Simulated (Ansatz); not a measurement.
Runs of Ansatz 0.2.0 on FeO. It takes space group F-43m (No. 216, cubic). The conventional cell has a = 4.764 Å, b = 4.764 Å, c = 4.764 Å, α = 90.00°, β = 90.00°, γ = 90.00°. Fe (site symmetry -43m) is surrounded by 4 O at 2.06 Å. Around O (site symmetry -43m) lie 4 Fe at 2.06 Å. The cell comes from a database or a generator and needn't be the stable form of this composition.

```tsv
task	level	cell	points for each segment of the path	gap on the mesh (eV)	pressure (GPa)	moment (μB)	relaxed volume (Å³/atom)
band structure	HSE03	as given	4	none	-15.6	4.02	-
relaxation of cell and atoms	PBEsol0	relaxed	-	none	0.0	4.02	11.49
single point	PBEsol0	as given	-	none	(a)	4.02	-
relaxation of cell and atoms	HSE03	relaxed	-	none	0.0	4.02	11.86
```

Alike in all rows: potentials or basis Ansatz PAW; spin collinear, ferromagnetic start; k mesh 5 × 5 × 5; cutoff (eV) 420; smearing fermi-dirac 0.05 eV; the mesh is coarse, so values aren't converged.

**Question.** Fill in the values left out.

**Answer.** (a) -20.5.

Caveats: all runs use coarse meshes; the magnetic or orbital state may not be the lowest; a cell with one magnetic atom can't hold antiferromagnetic order, which such compounds often take; the PAW data sets come from PBE, with cores solved anew for the run's functional, which leaves a small shift of forces and pressure; so large a pressure means that the cell lies far from this level's equilibrium, or that cutoff or potentials fall short (some runs); the thresholds are loose for stress (some runs); the plane-wave basis is chosen anew once the cell has moved, so the energies of steps on either side of that aren't comparable (some runs).

A gap of «none» marks a metal or a gap under the smearing width.
